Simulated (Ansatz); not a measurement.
CuO under changes of volume

One of the cells (12.605 Å³/atom); the others are scaled copies at fixed shape and fractional positions:

```xyz
2
Lattice="0.0000 2.3273 2.3273 2.3273 0.0000 2.3273 2.3273 2.3273 0.0000" Properties=species:S:1:pos:R:3 pbc="T T T"
Cu    0.0000    0.0000    0.0000
O     1.1636    1.1636    1.1636
```

Measurements of this composition are mostly on another form, of space group No. 15.

| Property | Result |
| --- | --- |
| Program | Ansatz 0.2.0 |
| Functional | PBE |
| Potentials or basis | JTH PAW |
| Cutoff | 1380 eV (not typed: the program's choice for these potentials) |
| k mesh | 10 × 10 × 10 |
| Occupations | fermi-dirac, width 0.05 eV |
| Spin | no spin polarisation |

```tsv
volume (Å³/atom)	energy over the lowest point (meV/atom)	pressure (GPa)
11.848	0.00	-2.9
12.100	6.59	-5.3
12.353	16.85	-7.5
12.605	30.35	-9.5
12.857	46.71	-11.2
13.109	?	?
13.361	86.70	-14.0
```

What does the run at 13.109 Å³/atom give?

Energy over the lowest point 65.59 meV/atom; pressure -12.7 GPa.

Worked out: A Birch-Murnaghan fit of order 3 (a polynomial in V^(-2/3)) to the other rows has its minimum at 11.59 Å³/atom, just outside them, with B0 = V·E''(V) = 137 GPa and B' = 4.7. It gives 65.59 meV/atom at 13.109 Å³/atom, against the run's 65.59, and -dE/dV = -12.7 GPa, against -12.7.

Energies are extrapolated to zero smearing.

Caveats: an odd number of electrons without spin polarisation forces a metal; a magnetic or distorted state may lie lower; the run has no spin polarisation, though such a crystal can be magnetic.
